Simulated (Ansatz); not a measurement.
**Ta: a trigonal deformation path**

An exercise on one series of results from a longer session: the logs are not shown, and one member is left open.

Program: Ansatz 0.2.0. Level of theory: DFT PBE, scalar-relativistic, plane waves, PAW. These are calculated values, not measurements.

**The starting structure**

It takes space group Im-3m (No. 229, cubic). The conventional cell has a = 3.303 Å, b = 3.303 Å, c = 3.303 Å, α = 90.00°, β = 90.00°, γ = 90.00°. Around Ta (site symmetry m-3m) lie 8 Ta at 2.86 Å.

As a file:

```cif
data_structure
_symmetry_space_group_name_H-M 'P 1'
_symmetry_Int_Tables_number 1
_cell_length_a 2.8601
_cell_length_b 2.8601
_cell_length_c 2.8601
_cell_angle_alpha 109.471
_cell_angle_beta 109.471
_cell_angle_gamma 109.471
_cell_volume 18.01
loop_
_atom_site_label
_atom_site_type_symbol
_atom_site_fract_x
_atom_site_fract_y
_atom_site_fract_z
_atom_site_occupancy
Ta1 Ta 0.00000 0.00000 0.00000 1
```

The cell is taken as given, not relaxed at this level.

**The reference cell**

Reference values: F = -9932.2551 eV; pressure 3.15 GPa; largest force 0.000 eV/Å; gap on the mesh none (metal). It was computed beforehand with the settings of the runs below.

The first run:

At fixed volume and fractional coordinates, lengths along (0.577, 0.577, 0.577) are scaled against those across it; ρ is that ratio over its starting value.

Contents of input.yaml:

```yaml
crystal:
  lattice:
    - [-2.4272295031, 1.7337353594, 1.7337353594]
    - [1.7337353594, -2.4272295031, 1.7337353594]
    - [1.7337353594, 1.7337353594, -2.4272295031]
  atoms:
    - { symbol: Ta, position: [0.0, 0.0, 0.0] }
basis:
  ecutwfc: 420
kpoints:
  mp_grid: { grid: [22, 22, 22] }
hamiltonian:
  xc: pbe
scf:
  occupations: { method: gaussian, width: 0.15 }
output:
  forces: true
  stress: true
  eigenvalues: true
```

Started as:

```bash
> ansatz run input.yaml --threads 1 --pin off --max-ram 2560MiB --backend cpu --events-out ev --progress --plain --runs-dir out
```

Steps of the session up to this table: At ρ = 0.500; At ρ = 2.000; ρ = 0.710; ρ = 1.410; ρ = 0.600; ρ = 0.850; ρ = 1.200; At ρ = 1.700; Point ρ = 0.930; ρ = 1.080.

One of the session's tables, all rows but one given; the rest of the session is left out.

```
    ρ  ΔE (meV/atom)  pressure (GPa)
0.500         9428.3           186.9
0.600         3476.4            73.8
0.710         1059.5            26.3
0.850          144.1             6.4
0.930           26.8             3.6
1.000            0.0             3.2
1.080           33.1             3.6
1.200          149.8             5.7
1.410          524.2            13.3
1.700              ?               ?
2.000         1307.3            25.7
```

Estimate the missing values for ρ = 1.700.

Worked estimate for «ΔE (meV/atom)». A straight line through the neighbours (1.410, 524.2) and (2.000, 1307.3) gives 524.2 + (1307.3 − 524.2) × (1.700 − 1.410) / (2.000 − 1.410) = 909.1; a parabola fitted to 3 rows on both sides gives 958.7.

The run gave: ΔE (meV/atom): 1086.8; pressure (GPa): 21.8. In «ΔE (meV/atom)» the line misses by -177.7 and the parabola by -128.1.
